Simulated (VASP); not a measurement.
A run of VASP 6.6.1 is set up as follows.

File INCAR:

```
PREC = Accurate ; ENCUT = 600
EDIFF = 1E-6 ; ISMEAR = -1
SIGMA = 0.05 ; LREAL = False
LASPH = True ; NELM = 100
ALGO = Normal ; ISIF = 3
LWAVE = False ; LCHARG = False
METAGGA = R2SCAN ; LMIXTAU = True
IBRION = 2 ; NSW = 60
EDIFFG = -0.02
```

KPOINTS

```
Automatic mesh
0
Gamma
  8 8 8
```

File POSCAR:

```
WC
1.0
    2.9065000000      0.0000000000      0.0000000000
   -1.4532500000      2.5171028361      0.0000000000
    0.0000000000      0.0000000000      2.8366000000
W C
1 1
Direct
    0.0000000000      0.0000000000      0.0000000000
    0.6666666667      0.3333333333      0.5000000000
```

Potentials or basis: VASP PAW PBE potentials, release 64 (W_sv, C).

Launch:

```sh
$ cat potpaw_PBE.64/W_sv/POTCAR potpaw_PBE.64/C/POTCAR > POTCAR
$ mpirun -np 1 vasp_std > vasp.out
```

(1) Estimate the band gap on the k mesh.

(2) Predict the relaxed cell.

(3) What does it give for the relaxed volume?

(4) What does it give for the space group after relaxing (to 0.05 Å)?

Answers

(1) none (metal or under the smearing width).

(2) a = 2.918 Å, b = 2.918 Å, c = 2.837 Å, α = 90.00°, β = 90.00°, γ = 120.00°.

(3) 10.46 Å³/atom.

(4) P-6m2 (No. 187).

Caveat: the PAW data sets were made with another functional, which shifts forces and pressure a little.
